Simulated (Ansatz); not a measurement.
# Two-dimensional strain map in CdTe

All numbers below come from Ansatz 0.2.0, DFT PBEsol, scalar-relativistic, plane waves, PAW. Settings: plane waves to 420 eV, k-mesh 8×8×8 (Γ-centred), Gaussian smearing 0.05 eV. No spin polarisation. Energies are free energies at this smearing, counted from the undisturbed cell; pressure is positive in compression.

The undisturbed cell (as given, not relaxed at this level; it stands at 1.7 GPa):

```
CELL_PARAMETERS angstrom
0.00000 3.20500 3.20500
3.20500 0.00000 3.20500
3.20500 3.20500 0.00000
ATOMIC_POSITIONS crystal
Cd 0.00000 0.00000 0.00000
Te 0.75000 0.75000 0.75000
```

The cell is strained by p along both x and y and by q along z, fractional coordinates fixed. Points are written (p, q).

Energy above the undisturbed cell in meV/atom (a dash: not computed):

```
 p \ q  -0.030  -0.015  0.000  0.015  0.030
-0.030    75.6    56.5      ?   28.5   19.5
 0.000       ?       –    0.0      –   -4.9
 0.030    -2.0       –   -3.0      –    5.1
```

Problem. Fill in the withheld energies.

Solution. (-0.030, 0.000): 40.8; (0.000, -0.030): 15.9.